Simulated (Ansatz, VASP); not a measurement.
**One calculation of ZnS (Wurtzite-2H), two programs**

```
CELL_PARAMETERS angstrom
3.88574 0.00000 0.00000
-1.94287 3.36515 0.00000
0.00000 0.00000 6.35627
ATOMIC_POSITIONS crystal
Zn 0.66667 0.33333 0.50000
Zn 0.33333 0.66667 0.00000
S 0.66667 0.33333 0.88500
S 0.33333 0.66667 0.38500
```

Alike in both runs: task single point; functional LDA; k mesh 8 × 8 × 5; occupations fermi-dirac, width 0.05 eV; no spin polarisation.

|  | VASP | Ansatz |
| --- | --- | --- |
| version | VASP 6.6.1 | Ansatz 0.2.0 |
| potentials or method | VASP PAW LDA potentials, release 64 (Zn, S) | JTH PAW LDA |
| plane-wave cutoff (eV) | 520 | 960 |
| valence electrons in the cell | 36 | 36 |

Ansatz gave:

```
gap on the k mesh at the Fermi level (eV)       : 1.71
least direct gap on the mesh (eV)               : 1.71
pressure (GPa)                                  : -7.4
largest component of the traceless stress (GPa) : 0.50
rms of the force components (eV/Å)              : 0.133
```

Task: Estimate VASP's values.

Result: gap on the k mesh at the Fermi level (eV): 1.74; least direct gap on the mesh (eV): 1.74; pressure (GPa): -7.2; largest component of the traceless stress (GPa): 0.53; rms of the force components (eV/Å): 0.135.

Atom by atom the forces differ by 0.002 eV/Å (rms over components).

Caveats: odd divisions of the mesh miss points on the zone boundary, where band edges often lie, so the gap on the mesh can be too wide (Ansatz). Expect the measured gap to be larger: semilocal functionals such as LDA lack the derivative discontinuity.
